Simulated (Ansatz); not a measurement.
Te2Mo in Ansatz: convergence with k mesh

Slab: Te2Mo, a slab with vacuum.

```xyz
3
Lattice="3.5602 0.0000 0.0000 -1.7801 3.0833 0.0000 0.0000 0.0000 17.5241" Properties=species:S:1:pos:R:3 pbc="T T T"
Te    0.0000    2.0555    1.7900
Te    0.0000    2.0555   15.7341
Mo    0.0000    0.0000    0.0000
```

```yaml
Program: Ansatz 0.2.0
Task: convergence study
Functional: HSE06
Potentials_or_basis: Ansatz PAW
Cutoff: "420 eV (not typed: the program's choice for these potentials)"
k_mesh: 3 × 3 × 1
Occupations: gaussian, width 0.1 eV
Spin: no spin polarisation
```

These are the settings of the first run; the series varies k mesh, with any setting tied to it.

Hardware: 2 threads of Arm Neoverse V2 (shared host).

Question: The values tried are 3 × 3 × 1, 4 × 4 × 1, 5 × 5 × 1, 6 × 6 × 2, 8 × 8 × 2, 10 × 10 × 2, 12 × 12 × 2, 14 × 14 × 3, loosest first. From which on does the largest force stay within 0.005 eV/Å of the tightest run that finished?

Answer: From 4 × 4 × 1 on.

```tsv
k mesh	energy less the tightest run, at zero smearing (meV/atom)	largest force (eV/Å)	gap on the mesh (eV)	SCF cycles	CPU time (s)	peak memory (GiB)
3 × 3 × 1	-40.72	0.456	1.568	19	26	0.9
4 × 4 × 1	-15.80	0.298	2.240	17	36	1.2
5 × 5 × 1	1.44	0.298	1.924	19	53	1.5
6 × 6 × 2	0.50	0.292	1.458	17	140	3.5
8 × 8 × 2	0.06	0.296	1.696	18	240	3.2
10 × 10 × 2	-0.01	0.296	1.654	17	380	4.5
12 × 12 × 2	0.00	0.296	1.453	17	610	4.8
14 × 14 × 3	timed out after 630 s	-	-	-	-	-
```

Against the tightest run, the energy stays within 1 meV/atom from 6 × 6 × 2 on. Not settled before the last step: the gap on the mesh (to 0.01 eV). Meshes of other sizes hit other points, so gaps and Fermi surfaces needn't settle smoothly. The tightest run that finished is the yardstick and may itself not be fully converged.

Caveat, for the tightest run too: spin-orbit coupling is left out, which moves the levels of the heavy elements; the PAW data sets come from PBE, with cores solved anew for the run's functional, which leaves a small shift of forces and pressure.
